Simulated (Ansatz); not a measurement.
**Calculated ¹⁹³Ir nuclear quadrupole resonance for IrO2 at a changed volume**

Cell: a structure deposited in the COD, relaxed with PBE at fixed cell and then changed (volume scaled by 1.04, ions relaxed).

Space group P4_2/mnm (No. 136); a = 4.5582, c = 3.1874 Å.

| site | Wyckoff | site symmetry | x | y | z |
| --- | --- | --- | --- | --- | --- |
| Ir | 2a | m.mm | 0.0000 | 0.0000 | 0.0000 |
| O | 4f | m.2m | 0.3082 | 0.3082 | 0.0000 |

One atom of each set is listed.

All values are calculated (Ansatz; DFT, PBE, plane waves and PAW, scalar-relativistic, collinear spin, 420 eV cutoff, Γ-centred 10×10×15 k-points, Fermi–Dirac smearing 0.05 eV), not measured. Start moments as typed (μB): 1 on each Ir, none on the rest.

¹⁹³Ir: I = 3/2, Q = 751.0 mb (year-2017 value). Static lattice, zero field.

Problem. Predict the zero-field ¹⁹³Ir lines of each site.

Solution. For I = 3/2 there is one line, ν = (|C_Q|/2)(1 + η²/3)^½.

| site | atoms | V_zz (10²¹ V/m²) | C_Q (MHz) | η | line frequencies (MHz) |
| --- | --- | --- | --- | --- | --- |
| Ir | 2 | -12.24 | -222 | 0.33 | 113.1 |

Problem. And for ¹⁹¹Ir (I = 3/2, Q = 816.0 mb) on Ir?

Solution. C_Q scales with Q to -242 MHz, with lines at 122.9 MHz.

With no gap above 0.1 eV, as in a metal, the gradients converge slowly in k; expect changes of a tenth or more on a denser mesh. Spin–orbit coupling is left out, which shifts gradients on Ir by a few per cent in wide-gap crystals, and can shift them far more where the calculated gap is small or absent, as here. Semilocal functionals can leave a metal where correlation in the d or f shell opens a gap in the real compound, and that would change the values at and beside Ir. The start moments die out, and the run ends without spin.
